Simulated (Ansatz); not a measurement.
Crystal: Ti.

```xyz
1
Lattice="-1.6410 1.6410 1.6410 1.6410 -1.6410 1.6410 1.6410 1.6410 -1.6410" Properties=species:S:1:pos:R:3 pbc="T T T"
Ti    0.0000    0.0000    0.0000
```

This isn't the form of Ti at room conditions, which is hcp.

```yaml
Program: Ansatz 0.2.0
Task: relaxation of cell and atoms
Functional: PBE
Dispersion: D4
Potentials_or_basis: Ansatz PAW
Cutoff: "420 eV (not typed: the program's choice for these potentials)"
k_mesh: 11 × 11 × 11
Occupations: fermi-dirac, width 0.05 eV
Spin: no spin polarisation
```

At the start: volume 17.68 Å³/atom.

How do energy, volume and symmetry change on relaxing?

It ends after 5 steps and the volume is 16.94 Å³/atom (-4.2 %); space group Im-3m (No. 229, to 0.05 Å).

Step by step:
```
step  energy change (eV)  largest force (eV/Å)  volume (Å³)
   1              0.0000                0.0000        17.68
   2             -0.0023                0.0000        16.32
   3             -0.0103                0.0000        16.97
   4             -0.0103                0.0000        16.94
   5             -0.0102                0.0000        16.94
```

Final structure:
```
CELL_PARAMETERS angstrom
-1.61775 1.61775 1.61775
1.61775 -1.61775 1.61775
1.61775 1.61775 -1.61775
ATOMIC_POSITIONS crystal
Ti 0.00000 0.00000 0.00000
```

Caveat: the plane-wave basis is chosen anew once the cell has moved, so the energies of steps on either side of that aren't comparable.
